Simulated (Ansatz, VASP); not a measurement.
Two plane-wave programs on CdSe

The input INCAR:

```
SYSTEM = CdSe
  PREC = Accurate
  ENCUT = 520
  EDIFF = 1E-7
  ISMEAR = 0
  SIGMA = 0.02
  LREAL = .False.
  LASPH = .True.
  NELM = 150
  ALGO = Normal
  ISIF = 2
  LWAVE = .False.
  LCHARG = .False.
  MAGMOM = 0 0 0 0 0 0
  LORBIT = 11
  LSORBIT = .True.
  GGA_COMPAT = .False.
  LORBMOM = .True.
  GGA = PE
  NBANDS = 30
```

KPOINTS

```
regular mesh
0
Gamma
  10 10 10
  0 0 0
```

File POSCAR:

```
CdSe
1.0
    0.0000000000      3.0984146604      3.0984146604
    3.0984146604      0.0000000000      3.0984146604
    3.0984146604      3.0984146604      0.0000000000
Cd Se
1 1
Direct
    0.0000000000      0.0000000000      0.0000000000
    0.7500000000      0.7500000000      0.7500000000
```

Input for Ansatz:

```yaml
crystal:
  lattice:
    - [0.0, 3.0984146604, 3.0984146604]
    - [3.0984146604, 0.0, 3.0984146604]
    - [3.0984146604, 3.0984146604, 0.0]
  atoms:
    - { symbol: Cd, position: [0.0, 0.0, 0.0] }
    - { symbol: Se, position: [0.75, 0.75, 0.75] }
basis:
  ecutwfc: 420
kpoints:
  mp_grid: { grid: [10, 10, 10] }
  band_path: { path: [VBM, CBM], npoints: 2 }
hamiltonian:
  xc: pbe
scf:
  occupations: { method: gaussian, width: 0.02 }
output:
  forces: false
  stress: false
  eigenvalues: true
magnetization:
  noncollinear: true
  spin_orbit: true
checkpoint:
  read: start.run
  write: ck
  compress: false
  write_wavefunctions: false
  write_every: 100000
```

Measurements of this composition are mostly on another form, of space group No. 186.

Alike in both runs: task single point; functional PBE; k mesh 10 × 10 × 10; occupations gaussian, width 0.02 eV; non-collinear spin, spin-orbit coupling.

```csv
,VASP,Ansatz
version,VASP 6.6.1,Ansatz 0.2.0
potentials or method,"VASP PAW PBE potentials, release 64 (Cd, Se)","plane waves, PAW"
plane-wave cutoff (eV),520,420
valence electrons in the cell,18,36
```

```csv
,VASP,Ansatz,Ansatz less VASP
gap on the k mesh at the Fermi level (eV),0.37,0.38,+0.001
least direct gap on the mesh (eV),0.37,0.38,+0.001
net moment per atom (μB),0.00,0.00,0.000
```

The two sets of potentials don't hold the same shells in valence.
